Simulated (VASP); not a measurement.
# W (Im-3m) in VASP: settings compared

The runs below take W through single point, relaxation of cell and atoms, with RPBE, r2SCAN.

Program: VASP 6.6.1. These are calculated values, not measurements. Logs are shortened: lines on timing, memory, paths and dates and some standing lists are left out, and cuts for length are marked.

## Step 1: The structure

It takes space group Im-3m (No. 229, cubic). Conventional cell: a = 3.165 Å, b = 3.165 Å, c = 3.165 Å, α = 90.00°, β = 90.00°, γ = 90.00°. W (site symmetry m-3m) has 8 W at 2.74 Å as nearest neighbours.

## Step 2: Single point, RPBE

run.py

```python
from ase import Atoms
from ase.calculators.vasp import Vasp
from ase.dft.bandgap import bandgap

atoms = Atoms(
    ['W'],
    cell=[[-1.582345, 1.582345, 1.582345], [1.582345, -1.582345, 1.582345], [1.582345, 1.582345, -1.582345]],
    scaled_positions=[[0.0, 0.0, 0.0]],
    pbc=True,
)
calc = Vasp(
    directory='calc',
    xc='rpbe',
    pp='PBE',
    setups={'base': 'minimal', 'W': '_sv'},
    pp_version='54',
    prec='Accurate',
    encut=520,
    ediff=1e-07,
    ismear=0,
    sigma=0.05,
    lreal=False,
    lasph=True,
    nelm=100,
    algo='Normal',
    isif=2,
    lwave=False,
    lcharg=False,
    kpts=[12, 12, 12],
    gamma=True,
    nbands=13,
)
atoms.calc = calc

print('energy (eV):', atoms.get_potential_energy())
print('free energy (eV):', atoms.get_potential_energy(force_consistent=True))
print('forces (eV/A):')
print(atoms.get_forces())
print('stress (eV/A^3, Voigt):', atoms.get_stress())
print('Fermi level (eV):', calc.get_fermi_level())
gap, top, bottom = bandgap(calc)
print('band gap (eV):', gap, 'from (spin, k, band)', top, 'to', bottom)
```

Potentials or basis: VASP PAW PBE potentials, release 54 (W_sv).

Run with:

```
python run.py
```

The log of the run:

```text
energy (eV): -12.38739816
free energy (eV): -12.38789638
forces (eV/A):
[[0. 0. 0.]]
stress (eV/A^3, Voigt): [-0.06516364 -0.06516364 -0.06516364 -0.         -0.         -0.        ]
Fermi level (eV): 11.41878108
band gap (eV): 0.0 from (spin, k, band) (None, None, None) to (None, None, None)
```

OUTCAR:

```text
ENCUT = 520.000000
   EDIFF = 1.00e-07
   GGA = RP
   PREC = Accurate
   ISIF = 2
   ISMEAR = 0
   NELM = 100
   LASPH = .TRUE.
   LREAL = .FALSE.

 ion  position               nearest neighbor table
   1  0.000  0.000  0.000-

  LATTYP: Found a body centered cubic cell.
 ALAT       =     3.1646900000

  Lattice vectors:

 A1 = (  -1.5823450000,   1.5823450000,   1.5823450000)
 A2 = (   1.5823450000,  -1.5823450000,   1.5823450000)
 A3 = (   1.5823450000,   1.5823450000,  -1.5823450000)

Analysis of symmetry for initial positions (statically):
=====================================================================
 Subroutine PRICEL returns:
 Original cell was already a primitive cell.

 Routine SETGRP: Setting up the symmetry group for a
 body centered cubic supercell.

 Subroutine GETGRP returns: Found 48 space group operations
 (whereof 48 operations were pure point group operations)
 out of a pool of 48 trial point group operations.

The static configuration has the point symmetry O_h .

Analysis of symmetry for dynamics (positions and initial velocities):
=====================================================================
 Subroutine PRICEL returns:
 Original cell was already a primitive cell.

 Routine SETGRP: Setting up the symmetry group for a
 body centered cubic supercell.

 Subroutine GETGRP returns: Found 48 space group operations
 (whereof 48 operations were pure point group operations)
 out of a pool of 48 trial point group operations.

The dynamic configuration has the point symmetry O_h .

 Subroutine INISYM returns: Found 48 space group operations
 (whereof 48 operations are pure point group operations),
 and found     1 'primitive' translations

----------------------------------------------------------------------------------------

                                     Primitive cell

  volume of cell :      15.8476

  direct lattice vectors                    reciprocal lattice vectors
    -1.582345000  1.582345000  1.582345000     0.000000000  0.315986716  0.315986716
     1.582345000 -1.582345000  1.582345000     0.315986716  0.000000000  0.315986716
     1.582345000  1.582345000 -1.582345000     0.315986716  0.315986716  0.000000000

  length of vectors
     2.740701935  2.740701935  2.740701935     0.446872699  0.446872699  0.446872699

  position of ions in fractional coordinates (direct lattice)
     0.000000000  0.000000000  0.000000000

  ion indices of the primitive-cell ions
   primitive index   ion index
                 1           1

----------------------------------------------------------------------------------------

 KPOINTS: KPOINTS created by Atomic Simulation Env

Automatic generation of k-mesh.
 Grid dimensions read from file:
 generate k-points for:   12   12   12

 Generating k-lattice:

  Cartesian coordinates                     Fractional coordinates (reciprocal lattice)
     0.000000000  0.026332226  0.026332226     0.083333333  0.000000000  0.000000000
     0.026332226  0.000000000  0.026332226     0.000000000  0.083333333  0.000000000
     0.026332226  0.026332226  0.000000000     0.000000000  0.000000000  0.083333333

  Length of vectors
     0.037239392  0.037239392  0.037239392

  Shift w.r.t. Gamma in fractional coordinates (k-lattice)
     0.000000000  0.000000000  0.000000000

 Subroutine IBZKPT returns following result:
 ===========================================

 Found     72 irreducible k-points:

 Following reciprocal coordinates:
            Coordinates               Weight
  0.000000  0.000000  0.000000      1.000000
  0.083333  0.000000  0.000000     12.000000
  0.166667  0.000000  0.000000     12.000000
  0.250000  0.000000  0.000000     12.000000
  0.333333  0.000000  0.000000     12.000000
  0.416667  0.000000  0.000000     12.000000
[... 42 lines left out ...]
 -0.250000  0.250000  0.166667     24.000000
 -0.333333  0.333333  0.166667     24.000000
 [... further k-points ...]
   k-points           NKPTS =     72   k-points in BZ     NKDIM =     72   number of bands    NBANDS=     13
   number of dos      NEDOS =    301   number of ions     NIONS =      1
   total plane-waves  NPLWV =   8000
   dimension x,y,z NGX =    20 NGY =   20 NGZ =   20
   dimension x,y,z NGXF=    40 NGYF=   40 NGZF=   40
   ions per type =               1
   NGX,Y,Z   is equivalent  to a cutoff of  12.13, 12.13, 12.13 a.u.
   NGXF,Y,Z  is equivalent  to a cutoff of  24.26, 24.26, 24.26 a.u.
 SYSTEM =  unknown system
   PREC   = accura    normal or accurate (medium, high low for compatibility)
   ISTART =      0    job   : 0-new  1-cont  2-samecut
   ICHARG =      2    charge: 1-file 2-atom 10-const
   ISPIN  =      1    spin polarized calculation?
   LNONCOLLINEAR =      F non collinear calculations
   LSORBIT =      F    spin-orbit coupling
   LASPH  =      T    aspherical Exc in radial PAW
   ENCUT  =  520.0 eV  38.22 Ry    6.18 a.u.   5.10  5.10  5.10*2*pi/ulx,y,z
   NELM   =    100;   NELMIN=  2; NELMDL= -5     # of ELM steps
   EDIFF  = 0.1E-06   stopping-criterion for ELM
   LREAL  =      F    real-space projection
   EDIFFG = 0.1E-05   stopping-criterion for IOM
   NSW    =      0    number of steps for IOM
   IBRION =     -1    ionic relax: 0-MD 1-quasi-New 2-CG
   NFREE  =      0    steps in history (QN), initial steepest desc. (CG)
   ISIF   =      2    stress and relaxation
   ISYM   =      2    0-nonsym 1-usesym 2-fastsym
   POTIM  = 0.5000    time-step for ionic-motion
   TEBEG  =    0.0;   TEEND  =   0.0 temperature during run
   PSTRESS=    0.0 pullay stress
   NELECT =      14.0000    total number of electrons
   NUPDOWN=      -1.0000    fix difference up-down
   EMIN   =  10.00;   EMAX   =-10.00  energy-range for DOS
   EFERMI =   0.00;   METHOD = LEGACY
   ISMEAR =     0;   SIGMA  =   0.05  broadening in eV -4-tet -1-fermi 0-gaus
   EFERMI_NEDOS =   21; number of points for ismear=-14 and -15
   IALGO  =     38    algorithm
   IMIX   =      4    mixing-type and parameters
     AMIX     =   0.40;   BMIX     =  1.00
     AMIX_MAG =   1.60;   BMIX_MAG =  1.00
  volume/ion in A,a.u.               =      15.85       106.94
  Fermi-wavevector in a.u.,A,eV,Ry     =   1.570832  2.968442 33.572544  2.467512
  Thomas-Fermi vector in A             =   2.672506
   LORBIT       =      0    0 simple, 1 ext, 2 COOP (PROOUT), +10 PAW based schemes
   GGA     = RP    functional components
   LHFCALC =     F    Hartree Fock is set to
   AEXX    =    0.0000 exact exchange contribution
   IVDW    =     0    specifies the selected vdW correction
   LEPSILON=     F    determine dielectric tensor
   LRPA    =     F    only Hartree local field effects (RPA)
 non-spin polarized calculation
 Gauss-broadening in eV      SIGMA  =   0.05
  energy-cutoff  :      520.00
  volume of cell :       15.85
 maximum number of plane-waves:       438
   NGX = 11   NGY = 11   NGZ = 11

 number of electron      14.0000004 magnetization

 Free energy of the ion-electron system (eV)
  ---------------------------------------------------
  ext. energy  EPLUGINS =         0.00000000
  ---------------------------------------------------
  free energy    TOTEN  =       -12.38789638 eV

  energy without entropy =      -12.38689994  energy(sigma->0) =      -12.38739816

 E-fermi :  11.4188     XC(G=0): -13.5920

 val. band max:       11.4074907319   @ k =  -0.2500   0.3333   0.1667
 cond. band min:      11.4589636107   @ k =  -0.1667   0.1667   0.0833
 fundamental gap:      0.0514728789
 Fermi energy:        11.4187810795

 k-point     1 :       0.0000    0.0000    0.0000
  band No.  band energies     occupation
      1     -62.6921      2.00000
      2     -26.2493      2.00000
      3     -26.2493      2.00000
      4     -26.2493      2.00000
      5       1.8927      2.00000
      6      10.3036      2.00000
      7      10.3036      2.00000
      8      10.3036      2.00000
      9      13.8098      0.00000
     10      13.8098      0.00000
     11      26.0193      0.00000
     12      26.0193      0.00000
     13      26.0193      0.00000
[... 609 lines left out ...]
 k-point    40 :      -0.4167    0.5000    0.0833
  band No.  band energies     occupation
      1     -62.5457      2.00000
      2     -27.4406      2.00000
      3     -26.7655      2.00000
      4     -26.3896      2.00000
      5       6.0355      2.00000
      6       8.6125      2.00000
      7      10.0286      2.00000
      8      12.6758      0.00000
      9      15.7959      0.00000
     10      18.0784      0.00000
     11      22.3356      0.00000
     12      25.4618      0.00000
     13      27.8720      0.00000

 [... further k-points ...]

------------------------ aborting loop because EDIFF is reached ----------------------------------------

  FORCE on cell =-STRESS in cart. coord.  units (eV):
  Direction    XX          YY          ZZ          XY          YZ          ZX
  --------------------------------------------------------------------------------------
  -------------------------------------------------------------------------------------
  Total        1.0326870      1.0326870      1.0326870      0.0000000      0.0000000      0.0000000
  in kB      104.4036662    104.4036662    104.4036662      0.0000000      0.0000000      0.0000000
  external PRESSURE =     104.4036662 kB  Pullay stress =       0.0000000 kB

 VOLUME and BASIS-vectors are now :
 -----------------------------------------------------------------------------
  energy-cutoff  :      520.00
  volume of cell :       15.85
      direct lattice vectors                 reciprocal lattice vectors
    -1.582345000  1.582345000  1.582345000     0.000000000  0.315986716  0.315986716
     1.582345000 -1.582345000  1.582345000     0.315986716  0.000000000  0.315986716
     1.582345000  1.582345000 -1.582345000     0.315986716  0.315986716  0.000000000

 POSITION                                       TOTAL-FORCE (eV/Angst)
 -----------------------------------------------------------------------------------
      0.00000      0.00000      0.00000         0.000000      0.000000      0.000000
 -----------------------------------------------------------------------------------
    total drift:                                0.000000     -0.000000      0.000000

  FREE ENERGIE OF THE ION-ELECTRON SYSTEM (eV)
  ---------------------------------------------------
  free  energy   TOTEN  =       -12.3878963795 eV

  energy  without entropy=      -12.3868999434  energy(sigma->0) =      -12.38739816
```

INCAR:

```text
ENCUT = 520.000000
SIGMA = 0.050000
EDIFF = 1.00e-07
ALGO = Normal
GGA = RP
PREC = Accurate
ISIF = 2
ISMEAR = 0
NBANDS = 13
NELM = 100
LASPH = .TRUE.
LCHARG = .FALSE.
LWAVE = .FALSE.
LREAL = .FALSE.
```

Wall time 13 s (1 thread of Intel Xeon Platinum 8559C (Emerald Rapids), shared host); peak memory 0.12 GiB.

What came out:

```yaml
Free_energy: -12.3879 eV
Pressure: 10.4 GPa
Band_gap_on_the_k_mesh: none (metal or under the smearing width)
```

Caveat: the PAW data sets were made with another functional, which shifts forces and pressure a little. The run has no spin-orbit coupling, so splittings on W are missing.

## Step 3: Relaxation of cell and atoms, r2SCAN

INCAR

```
SYSTEM = W
PREC = Accurate ; ENCUT = 600
EDIFF = 1E-6 ; ISMEAR = -1
SIGMA = 0.05 ; LREAL = .False.
LASPH = .True. ; NELM = 60
ALGO = Normal ; ISIF = 3
LWAVE = .False. ; LCHARG = .False.
METAGGA = R2SCAN ; LMIXTAU = .True.
IBRION = 2 ; NSW = 40
EDIFFG = -0.005
```

KPOINTS

```
Automatic mesh
0
Gamma
  12 12 12
  0 0 0
```

POSCAR

```
W
1.0
   -1.5823450000      1.5823450000      1.5823450000
    1.5823450000     -1.5823450000      1.5823450000
    1.5823450000      1.5823450000     -1.5823450000
W
1
Direct
    0.0000000000      0.0000000000      0.0000000000
```

Potentials or basis: VASP PAW PBE potentials, release 64 (W_sv).

Run with:

```
cat potpaw_PBE.64/W_sv/POTCAR > POTCAR
mpirun -np 1 vasp_std > vasp.out
```

Wall time 75 s (1 thread of Intel Xeon 6975P-C (Granite Rapids), shared host); peak memory 0.16 GiB.

Results (log left out):

- Free energy: -51.3576 eV
- Relaxed volume: 15.98 Å³/atom
- Relaxed cell: a = 2.749 Å, b = 2.749 Å, c = 2.749 Å, α = 109.47°, β = 109.47°, γ = 109.47°
- Space group after relaxing (to 0.05 Å): Im-3m (No. 229)
- Energy gained by relaxing: 1.2 meV/atom
- Ionic steps: 3
- Pressure after relaxing: 0.0 GPa
- Band gap on the k mesh: none (metal or under the smearing width)

Step by step:
```
step  energy change (eV)  largest force (eV/Å)  pressure (GPa)  volume (Å³)
   1              0.0000                0.0000            2.78        15.85
   2              0.0139                0.0000           -9.36        16.49
   3             -0.0012                0.0000            0.04        15.98
```

Final structure:
```xyz
1
Lattice="-1.5869 1.5869 1.5869 1.5869 -1.5869 1.5869 1.5869 1.5869 -1.5869" Properties=species:S:1:pos:R:3 pbc="T T T"
W     0.0000    0.0000    0.0000
```

Levels at points of the mesh, in eV from the Fermi level:
```tsv
k point	band 3	band 4	band 5	band 6	band 7	band 8	band 9	band 10	band 11
(0.00, 0.00, 0.00)	-38.87	-38.87	-9.95	-1.14	-1.14	-1.14	2.68	2.68	15.38
(0.50, 0.00, 0.00)	-39.31	-38.88	-6.37	-3.58	0.63	2.51	3.55	6.39	11.65
(0.50, 0.50, 0.50)	-39.81	-39.81	-5.81	-5.81	5.40	5.40	5.40	8.61	8.61
```

Caveat: the PAW data sets were made with another functional, which shifts forces and pressure a little. Zero-point motion and thermal expansion aren't in these numbers.

## Step 4: The reference run

An earlier run on the cell as given: functional PBE; potentials or basis VASP PAW PBE potentials, release 64 (W_sv); cutoff 520 eV; k mesh 12 × 12 × 12; occupations fermi-dirac, width 0.05 eV; no spin polarisation.

- Pressure: 6.4 GPa
- Band gap on the k mesh: none (metal or under the smearing width)

## Step 5: Overview

```csv
task,level,potentials or basis,cell,cutoff (eV),smearing,gap on the mesh (eV),pressure (GPa)
single point,RPBE,"VASP PAW PBE potentials, release 54 (W_sv)",as given,520,gaussian 0.05 eV,none,10.4
relaxation of cell and atoms,r2SCAN,"VASP PAW PBE potentials, release 64 (W_sv)",relaxed,600,fermi-dirac 0.05 eV,none,0.0
single point,PBE,"VASP PAW PBE potentials, release 64 (W_sv)",as given,520,fermi-dirac 0.05 eV,none,6.4
```

Alike in all rows: no spin polarisation; k mesh 12 × 12 × 12.

Caveats: the PAW data sets were made with another functional, which shifts forces and pressure a little (some runs).

Absolute energies hang on the potentials; compare differences alone.
